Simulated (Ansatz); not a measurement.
Free-standing chains of the atoms of Zr, named by their start (strip: triangular double chain, ladder: square double chain); atoms and period are relaxed, and energies count from relaxed bulk Zr (P6_3/mmc, 23.39 Å³/atom, gap on the mesh 0.00 eV).

Theory: DFT PBE, scalar-relativistic, plane waves, PAW in Ansatz 0.2.0.

Cutoff 420 eV, Gaussian smearing of 0.05 eV, energies at zero smearing, symmetry of each start kept, collinear spin where a moment is listed.

```json
{"start": "linear chain", "atoms": "1", "k mesh": "1×1×22", "excess energy (eV per host atom)": "3.743", "period (Å)": "2.531", "gap on the mesh (eV)": "0", "highest filled level or Fermi level under vacuum (eV)": "3.75", "size of the moment (μB per cell)": "0.72"}
{"start": "dimerised chain", "atoms": "2", "k mesh": "1×1×11", "excess energy (eV per host atom)": "3.621", "period (Å)": "5.429", "gap on the mesh (eV)": "0.13", "highest filled level or Fermi level under vacuum (eV)": "-", "size of the moment (μB per cell)": "0.00"}
{"start": "zigzag chain", "atoms": "2", "k mesh": "1×1×13", "excess energy (eV per host atom)": "3.408", "period (Å)": "4.232", "gap on the mesh (eV)": "0", "highest filled level or Fermi level under vacuum (eV)": "-", "size of the moment (μB per cell)": "0.62"}
{"start": "ladder chain", "atoms": "4", "k mesh": "1×1×11", "excess energy (eV per host atom)": "3.019", "period (Å)": "5.450", "gap on the mesh (eV)": "0", "highest filled level or Fermi level under vacuum (eV)": "-", "size of the moment (μB per cell)": "0.62"}
{"start": "strip chain", "atoms": "2", "k mesh": "1×1×21", "excess energy (eV per host atom)": "2.426", "period (Å)": "2.849", "gap on the mesh (eV)": "0", "highest filled level or Fermi level under vacuum (eV)": "-", "size of the moment (μB per cell)": "0.50"}
```

An odd mesh misses points on the zone edge, so a gap read on it can be too wide.

Gaps under about 0.2 eV rest on few k points and may close between them. Each run keeps its start's symmetry and one magnetic start, so lower states can exist. Rows stand on unlike meshes and boxes, so starts that end alike can differ by a few hundredths of an eV per atom.

Cost: 5 runs of about 11 core-minutes in all, on Arm Neoverse V1 (shared hosts).